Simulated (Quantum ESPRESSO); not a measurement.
Bi:

```
CELL_PARAMETERS angstrom
-1.98143 1.98143 1.98143
1.98143 -1.98143 1.98143
1.98143 1.98143 -1.98143
ATOMIC_POSITIONS crystal
Bi 0.00000 0.00000 0.00000
```

This isn't the form of Bi at room conditions, which is rhombohedral.

Base run:

| Property | Result |
| --- | --- |
| Program | Quantum ESPRESSO 7.5 |
| Functional | vdW-DF-cx |
| Potentials or basis | SG15 PBE 1.2 |
| Cutoff | 898 eV |
| Density cutoff | 3592 eV |
| k mesh | 9 × 9 × 9 |
| Occupations | fermi-dirac, width 0.05 eV |
| Spin | no spin polarisation |

Its results: band gap on the k mesh none (metal or under the smearing width); pressure -1.5 GPa.

Task: After a change of settings the same cell gave: band gap on the k mesh none (metal or under the smearing width); pressure 2.4 GPa. Which change was it?
A. functional from vdW-DF-cx to PBEsol
B. functional from vdW-DF-cx to SCAN; k mesh from 9 × 9 × 9 to 7 × 7 × 7
C. functional from vdW-DF-cx to WC
D. functional from vdW-DF-cx to rPW86PBE; dispersion from none to rVV10

Result: D.

Caveats: the potentials were made for another functional, which shifts forces and pressure; spin-orbit coupling is left out, which moves the levels of the heavy elements.

Runs at the PBE level aren't shown here.
